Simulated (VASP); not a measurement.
# MgO: Born charges and dielectric tensor with RPBE

MgO:

```
Mg O
1.0
     3.33642    0.00000    0.00000
    -1.66821    2.88943    0.00000
     0.00000    0.00000    5.17969
Mg O
2 2
Direct
  0.33333 0.66667 0.00711
  0.66667 0.33333 0.50711
  0.33333 0.66667 0.39749
  0.66667 0.33333 0.89749
```

Measurements of this composition are mostly on another form, of space group No. 225.

```
Program                : VASP 6.6.1
Task                   : Born charges and dielectric tensor
Functional             : RPBE
Potentials or basis    : VASP PAW PBE potentials, release 64 (Mg, O)
Cutoff                 : 600 eV
k mesh                 : 9 × 9 × 6
Occupations            : gaussian, width 0.02 eV
Spin                   : no spin polarisation
Further INCAR settings : ALGO = Fast; EDIFF = 1e-08; IBRION = 8; NSW = 1
```

| Property | Result |
| --- | --- |
| Band gap on the k mesh | 3.42 eV, direct |
| Electronic dielectric tensor (diagonal) | 2.94, 2.94, 3.03 |
| Born charges (mean of the diagonal) | Mg +1.84; O -1.84 e |
| Highest phonon frequency at Γ, LO-TO splitting left out | 515 cm⁻¹ |

Levels at points of the mesh, in eV from the valence-band top:
```csv
k point,band 4,band 5,band 6,band 7,band 8,band 9,band 10,band 11,band 12
"(0.00, 0.00, 0.00)",-0.55,-0.55,-0.27,-0.27,0.00,3.42,8.34,9.97,14.19
"(0.00, 0.00, 0.50)",-1.85,-0.42,-0.42,-0.42,-0.42,5.82,5.82,12.82,12.82
```

Phonon frequencies in cm⁻¹ (negative: imaginary):
```
              q point                                frequencies
(0.000, 0.000, 0.000)  0 0 0 185 185 422 423 483 483 487 487 515
```

Electronic dielectric tensor:
```
2.94 0.00 0.00
0.00 2.94 0.00
0.00 0.00 3.03
```

Born effective charge tensors (e):
atom 1, Mg
```
1.82 0.00 0.00
0.00 1.82 0.00
0.00 0.00 1.90
```
atom 2, Mg
```
1.82 0.00 0.00
0.00 1.82 0.00
0.00 0.00 1.90
```
atom 3, O
```
-1.82  0.00  0.00
 0.00 -1.82  0.00
 0.00  0.00 -1.90
```
atom 4, O
```
-1.82  0.00  0.00
 0.00 -1.82  0.00
 0.00  0.00 -1.90
```

Wall time 13 min on 1 thread of Intel(R) Xeon(R) Platinum 8559C (Emerald Rapids), with other jobs on the host, peak memory 0.59 GiB.

Caveat: an odd mesh through Γ misses points on the zone boundary, where band edges often lie.
